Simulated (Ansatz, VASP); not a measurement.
**One calculation of CdTe, two programs**

The input POSCAR:

```
CdTe
1.0
    4.3149846782      0.0000000000      0.0000000000
   -2.1574923391      3.7368863482      0.0000000000
    0.0000000000      0.0000000000      7.0705359438
Cd Te
2 2
Direct
    0.0000000000      0.0000000000      0.0000000000
    0.0000000000      0.0000000000      0.5000000000
    0.3333333333      0.6666666667      0.2500000000
    0.6666666667      0.3333333333      0.7500000000
```

Contents of INCAR.step1:

```
SYSTEM = CdTe
ALGO = Normal ; EDIFF = 1E-4
ENCUT = 520 ; GGA = PE
ISMEAR = -1 ; LASPH = .TRUE.
LCHARG = .FALSE. ; LREAL = .FALSE.
LWAVE = .TRUE. ; NBANDS = 26
NELM = 100 ; PREC = Accurate
SIGMA = 0.02
```

File INCAR.step2:

```
SYSTEM = CdTe
ALGO = Normal ; EDIFF = 1E-7
ENCUT = 520 ; ISIF = 2
ISMEAR = -1 ; ISTART = 1
LASPH = .TRUE. ; LCHARG = .FALSE.
LMIXTAU = .TRUE. ; LREAL = .FALSE.
LWAVE = .FALSE. ; METAGGA = R2SCAN
NBANDS = 26 ; NELM = 100
PREC = Accurate ; SIGMA = 0.02
```

The input KPOINTS:

```
k-points
0
G
  12 12 4
  0 0 0
```

Input for Ansatz:

```yaml
crystal:
  lattice:
    - [4.3149846782, 0.0, 0.0]
    - [-2.1574923391, 3.7368863482, 0.0]
    - [0.0, 0.0, 7.0705359438]
  atoms:
    - { symbol: Cd, position: [0.0, 0.0, 0.0] }
    - { symbol: Cd, position: [0.0, 0.0, 0.5] }
    - { symbol: Te, position: [0.3333333333, 0.6666666667, 0.25] }
    - { symbol: Te, position: [0.6666666667, 0.3333333333, 0.75] }
kpoints:
  mp_grid: { grid: [12, 12, 4] }
  band_path:
    path:
      - [0.0, 0.0, 0.0]
      - [0.5, 0.0, 0.0]
      - [0.3333333333, 0.3333333333, 0.0]
      - [0.0, 0.0, 0.5]
      - [0.5, 0.0, 0.5]
      - [0.3333333333, 0.3333333333, 0.5]
      - [0.0, 0.1666666667, 0.0]
    npoints: 1
hamiltonian:
  xc: r2scan
scf:
  occupations: { method: fermi_dirac, width: 0.02 }
  n_extra_bands: 5
output:
  forces: true
  stress: true
  eigenvalues: true
```

Alike in both runs: task single point; functional r2SCAN; k mesh 12 × 12 × 4; occupations fermi-dirac, width 0.02 eV; no spin polarisation.

|  | VASP | Ansatz |
| --- | --- | --- |
| version | VASP 6.6.1 | Ansatz 0.2.0 |
| potentials or method | VASP PAW PBE potentials, release 64 (Cd, Te) | plane waves, PAW |
| plane-wave cutoff (eV) | 520 | 500 |
| valence electrons in the cell | 36 | 72 |

```tsv
	VASP	Ansatz	Ansatz less VASP
pressure (GPa)	0.1	-0.1	-0.20
largest component of the traceless stress (GPa)	0.14	0.15	+0.010
```

With one functional, cell and mesh, what is left measures potentials, basis and numerics. The two sets of potentials don't hold the same shells in valence.

Caveats: the PAW data sets were made with another functional, which shifts forces and pressure a little (VASP). Spin-orbit coupling is left out, which matters for the levels of Te.
